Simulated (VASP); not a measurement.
# As (Pm-3m) in VASP: a series of runs, part 2 of 2

VASP 6.6.1. The steps go on from the part before.

### Step 4. Relaxation of cell and atoms, PW91

File INCAR:

```
SYSTEM = As
PREC = Accurate
ENCUT = 600
EDIFF = 1E-6
ISMEAR = -1
SIGMA = 0.05
LREAL = .False.
LASPH = .True.
NELM = 60
ALGO = Fast
ISIF = 3
LWAVE = .False.
LCHARG = .False.
GGA = 91
IBRION = 2
NSW = 40
EDIFFG = -0.01
```

File KPOINTS:

```
Automatic mesh
0
Gamma
  10 10 10
  0 0 0
```

File POSCAR:

```
As
1.0
    2.7036817444      0.0000000000      0.0000000000
    0.0000000000      2.7036817444      0.0000000000
    0.0000000000      0.0000000000      2.7036817444
As
1
Direct
    0.5000000000      0.5000000000      0.5000000000
```

The run is started by

```sh
$ cat potpaw_PBE.64/As/POTCAR > POTCAR
$ mpirun -np 1 vasp_std > vasp.out
```

Wall time 12 s (1 thread of Intel Xeon Platinum 8259CL at 2.50GHz (Skylake/Cascade Lake), shared host); peak memory 0.14 GiB.

Results (log left out):

```yaml
Free_energy: -4.5889 eV
Relaxed_volume: 20.40 Å³/atom
Relaxed_cell: a = 2.733 Å, b = 2.733 Å, c = 2.733 Å, α = 90.00°, β = 90.00°, γ = 90.00°
Space_group_after_relaxing_to_0.05_Å: Pm-3m (No. 221)
Energy_gained_by_relaxing: 5.4 meV/atom
Ionic_steps: 3
Pressure_after_relaxing: 0.0 GPa
Band_gap_on_the_k_mesh: none (metal or under the smearing width)
```

Step by step:
| step | energy change (eV) | largest force (eV/Å) | pressure (GPa) | volume (Å³) |
| --- | --- | --- | --- | --- |
| 1 | 0.0000 | 0.0000 | 2.77 | 19.76 |
| 2 | -0.0039 | 0.0000 | -1.35 | 20.76 |
| 3 | -0.0054 | 0.0000 | 0.01 | 20.40 |

Final structure:
```
As
1.0
     2.73256    0.00000    0.00000
     0.00000    2.73256    0.00000
     0.00000    0.00000    2.73256
As
1
Direct
  0.50000 0.50000 0.50000
```

Levels at points of the mesh, in eV from the Fermi level:
```tsv
k point	band 1	band 2	band 3	band 4	band 5
(0.00, 0.00, 0.00)	-14.63	4.07	4.07	4.07	8.55
(0.50, 0.00, 0.00)	-11.64	-6.62	6.24	6.24	11.14
(0.50, 0.50, 0.00)	-8.52	-4.05	-4.05	2.74	8.28
(0.50, 0.50, 0.50)	-5.11	-1.72	-1.72	-1.72	6.08
```

Caveat: the PAW data sets were made with another functional, which shifts forces and pressure a little.

### Step 5. Relaxation of cell and atoms, r2SCAN

Changes to INCAR since step 4:

```diff
@@ -9,3 +9,3 @@
 NELM = 60
-ALGO = Fast
+ALGO = Normal
 ISIF = 3
@@ -13,3 +13,4 @@
 LCHARG = .False.
-GGA = 91
+METAGGA = R2SCAN
+LMIXTAU = .True.
 IBRION = 2
```

KPOINTS is that of step 4.

POSCAR is that of step 4.

Potentials or basis: VASP PAW PBE potentials, release 64 (As).

The run is started by

```sh
$ cat potpaw_PBE.64/As/POTCAR > POTCAR
$ mpirun -np 1 vasp_std > vasp.out
```

OUTCAR:

```text
SYSTEM = As
   PREC = Accurate
   ENCUT = 600
   EDIFF = 1E-6
   ISMEAR = -1
   LREAL = .False.
   LASPH = .True.
   NELM = 60
   ISIF = 3
   METAGGA = R2SCAN
   IBRION = 2
   NSW = 40
   EDIFFG = -0.01

 ion  position               nearest neighbor table
   1  0.500  0.500  0.500-

  LATTYP: Found a simple cubic cell.
 ALAT       =     2.7036817444

  Lattice vectors:

 A1 = (   2.7036817444,   0.0000000000,   0.0000000000)
 A2 = (   0.0000000000,   2.7036817444,   0.0000000000)
 A3 = (   0.0000000000,   0.0000000000,   2.7036817444)

Analysis of symmetry for initial positions (statically):
=====================================================================
 Subroutine PRICEL returns:
 Original cell was already a primitive cell.

[... 244 lines left out ...]
  ext. energy  EPLUGINS =         0.00000000
  ---------------------------------------------------
  free energy    TOTEN  =       -14.57382855 eV

  energy without entropy =      -14.57187975  energy(sigma->0) =      -14.57285415

 E-fermi :   5.8324     XC(G=0): -10.9277

 val. band max:        5.5714140849   @ k =   0.5000   0.3000   0.3000
 cond. band min:       5.8700576793   @ k =   0.2000   0.2000   0.2000
 fundamental gap:      0.2986435944
 Fermi energy:         5.8324097206

 k-point     1 :       0.0000    0.0000    0.0000
  band No.  band energies     occupation
      1      -9.8850      2.00000
      2      10.1827      0.00000
      3      10.1827      0.00000
      4      10.1827      0.00000
      5      14.7260      0.00000
      6      14.7260      0.00000
[... 199 lines left out ...]
 k-point    24 :       0.3000    0.1000    0.1000
  band No.  band energies     occupation
      1      -7.8339      2.00000
      2       2.2451      2.00000
      3       9.4136      0.00000
      4      10.0375      0.00000
      5      18.9806      0.00000
      6      19.2113      0.00000

 [... further k-points ...]
[... 5 lines left out ...]
  --------------------------------------------------------------------------------------
  -------------------------------------------------------------------------------------
  Total        0.0008318      0.0008318      0.0008318      0.0000000      0.0000000      0.0000000
  in kB        0.0675951      0.0675951      0.0675951      0.0000000      0.0000000      0.0000000
  external PRESSURE =       0.0675951 kB  Pullay stress =       0.0000000 kB
[... 16 lines left out ...]
  FREE ENERGIE OF THE ION-ELECTRON SYSTEM (eV)
  ---------------------------------------------------
  free  energy   TOTEN  =       -14.5738285500 eV

  energy  without entropy=      -14.5718797509  energy(sigma->0) =      -14.57285415

 reached required accuracy - stopping structural energy minimisation
```

OSZICAR:

```text
N       E                     dE             d eps       ncg     rms          rms(c)
DAV:   1     0.213378453956E+01    0.21338E+01   -0.24486E+03   678   0.734E+02
DAV:   2    -0.150808811865E+02   -0.17215E+02   -0.16616E+02   948   0.884E+01
DAV:   3    -0.153568522645E+02   -0.27597E+00   -0.25966E+00   774   0.149E+01
[... 22 lines left out ...]
DAV:   1    -0.145738328067E+02   -0.12479E-04   -0.26859E-04   684   0.108E-01    0.159E-02
DAV:   2    -0.145738303630E+02    0.24437E-05   -0.57538E-06   732   0.230E-02    0.849E-03
DAV:   3    -0.145738277874E+02    0.25756E-05   -0.38695E-06   678   0.185E-02    0.258E-03
DAV:   4    -0.145738289689E+02   -0.11815E-05   -0.37426E-07   402   0.573E-03    0.226E-03
DAV:   5    -0.145738285500E+02    0.41884E-06   -0.18700E-07   336   0.639E-03
   3 F= -.14573829E+02 E0= -.14572854E+02  d E =-.305977E-04
```

CONTCAR:

```text
As
   1.00000000000000
     2.7015344016717737   -0.0000000000000000    0.0000000000000000
    -0.0000000000000000    2.7015344016717737   -0.0000000000000000
    -0.0000000000000000   -0.0000000000000000    2.7015344016717737
  As
     1
Direct
     0.5000000000000000    0.5000000000000000    0.5000000000000000

  0.00000000E+00  0.00000000E+00  0.00000000E+00
```

Wall time 44 s (1 thread of Intel Xeon Platinum 8259CL at 2.50GHz (Skylake/Cascade Lake), shared host); peak memory 0.15 GiB.

What came out:

```
Free energy                            : -14.5738 eV
Relaxed volume                         : 19.72 Å³/atom
Relaxed cell                           : a = 2.702 Å, b = 2.702 Å, c = 2.702 Å, α = 90.00°, β = 90.00°, γ = 90.00°
Space group after relaxing (to 0.05 Å) : Pm-3m (No. 221)
Energy gained by relaxing              : 0.0 meV/atom
Ionic steps                            : 3
Pressure after relaxing                : 0.0 GPa
Band gap on the k mesh                 : none (metal or under the smearing width)
```

Final structure:
```yaml
crystal:
  lattice:
    - [2.70153, 0.00000, 0.00000]
    - [0.00000, 2.70153, 0.00000]
    - [0.00000, 0.00000, 2.70153]
  atoms:
    - { symbol: As, position: [0.50000, 0.50000, 0.50000] }
```

Caveat: the PAW data sets were made with another functional, which shifts forces and pressure a little.

### Step 6. Relaxation of cell and atoms, SCAN

Changes to INCAR since step 5:

```diff
@@ -13,3 +13,3 @@
 LCHARG = .False.
-METAGGA = R2SCAN
+METAGGA = SCAN
 LMIXTAU = .True.
```

KPOINTS is that of step 5.

POSCAR is that of step 5.

Potentials or basis: VASP PAW PBE potentials, release 64 (As).

The run is started by

```sh
$ cat potpaw_PBE.64/As/POTCAR > POTCAR
$ mpirun -np 1 vasp_std > vasp.out
```

Wall time 84 s (1 thread of Intel Xeon Platinum 8259CL at 2.50GHz (Skylake/Cascade Lake), shared host); peak memory 0.15 GiB.

It converged, with:

* Free energy: -20.1005 eV
* Relaxed volume: 19.47 Å³/atom
* Relaxed cell: a = 2.690 Å, b = 2.690 Å, c = 2.690 Å, α = 90.00°, β = 90.00°, γ = 90.00°
* Space group after relaxing (to 0.05 Å): Pm-3m (No. 221)
* Energy gained by relaxing: 1.2 meV/atom
* Ionic steps: 3
* Pressure after relaxing: 0.0 GPa
* Band gap on the k mesh: none (metal or under the smearing width)

Step by step:
```
step  energy change (eV)  largest force (eV/Å)  pressure (GPa)  volume (Å³)
   1              0.0000                0.0000           -1.30        19.76
   2             -0.0008                0.0000            0.81        19.31
   3             -0.0012                0.0000            0.04        19.47
```

Final structure:
```cif
data_structure
_symmetry_space_group_name_H-M 'P 1'
_symmetry_Int_Tables_number 1
_cell_length_a 2.6901
_cell_length_b 2.6901
_cell_length_c 2.6901
_cell_angle_alpha 90.000
_cell_angle_beta 90.000
_cell_angle_gamma 90.000
_cell_volume 19.47
loop_
_atom_site_label
_atom_site_type_symbol
_atom_site_fract_x
_atom_site_fract_y
_atom_site_fract_z
_atom_site_occupancy
As1 As 0.50000 0.50000 0.50000 1
```

Levels at points of the mesh, in eV from the Fermi level:
| k point | band 1 | band 2 | band 3 | band 4 | band 5 | band 6 |
| --- | --- | --- | --- | --- | --- | --- |
| (0.00, 0.00, 0.00) | -15.57 | 4.38 | 4.38 | 4.38 | 8.78 | 8.78 |
| (0.50, 0.00, 0.00) | -12.26 | -7.25 | 6.81 | 6.81 | 11.56 | 14.92 |
| (0.50, 0.50, 0.00) | -8.79 | -4.46 | -4.46 | 2.60 | 9.11 | 17.03 |
| (0.50, 0.50, 0.50) | -4.97 | -1.87 | -1.87 | -1.87 | 6.08 | 6.08 |

Caveat: the PAW data sets were made with another functional, which shifts forces and pressure a little.

### Step 7. For comparison

An earlier run on the cell as given: functional PBE; potentials or basis VASP PAW PBE potentials, release 64 (As); cutoff 520 eV; k mesh 10 × 10 × 10; occupations fermi-dirac, width 0.05 eV; no spin polarisation.

- Pressure: 2.4 GPa
- Band gap on the k mesh: none (metal or under the smearing width)

### Step 8. Overview

| task | level | cell | cutoff (eV) | gap on the mesh (eV) | pressure (GPa) | relaxed volume (Å³/atom) |
| --- | --- | --- | --- | --- | --- | --- |
| relaxation of cell and atoms | BLYP | relaxed | 600 | none | 0.0 | 22.06 |
| relaxation of cell and atoms | AM05 | relaxed | 600 | none | 0.0 | 19.38 |
| relaxation of cell and atoms | PW91 | relaxed | 600 | none | 0.0 | 20.40 |
| relaxation of cell and atoms | r2SCAN | relaxed | 600 | none | 0.0 | 19.72 |
| relaxation of cell and atoms | SCAN | relaxed | 600 | none | 0.0 | 19.47 |
| single point | PBE | as given | 520 | none | 2.4 | - |

Alike in all rows: potentials or basis VASP PAW PBE potentials, release 64 (As); no spin polarisation; k mesh 10 × 10 × 10; smearing fermi-dirac 0.05 eV.

Caveats: the PAW data sets were made with another functional, which shifts forces and pressure a little (some runs).

Absolute energies hang on the potentials; compare differences alone.
